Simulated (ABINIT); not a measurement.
**Ti: equation of state with PBEsol**

Crystal: Ti.

```xyz
1
Lattice="-1.6410 1.6410 1.6410 1.6410 -1.6410 1.6410 1.6410 1.6410 -1.6410" Properties=species:S:1:pos:R:3 pbc="T T T"
Ti    0.0000    0.0000    0.0000
```

This isn't the form of Ti at room conditions, which is hcp.

```json
{"Program": "ABINIT 10.8.3 (patched build)", "Task": "equation of state", "Functional": "PBEsol", "Potentials or basis": "PseudoDojo NC SR PBEsol v0.4.1 standard", "Cutoff": "1143 eV", "k mesh": "11 × 11 × 11", "Occupations": "fermi-dirac, width 0.05 eV", "Spin": "no spin polarisation"}
```

- Equilibrium volume: 16.53 Å³/atom (rough: see the caveat)
- Bulk modulus: 113 GPa (rough)

Energy against volume, from the lowest point:
```tsv
volume (Å³/atom)	energy (meV/atom)
16.616	0.00
16.969	3.75
17.323	12.24
17.676	25.02
18.030	41.70
18.383	61.94
18.737	85.42
```

It took 2.2 min on 1 thread of Intel(R) Xeon(R) Platinum 8488C (Sapphire Rapids), on a shared host, peak memory 0.1 GiB.

Caveat: pressures at fixed basis lie under the slope of the energies; the minimum lies outside the volumes run.
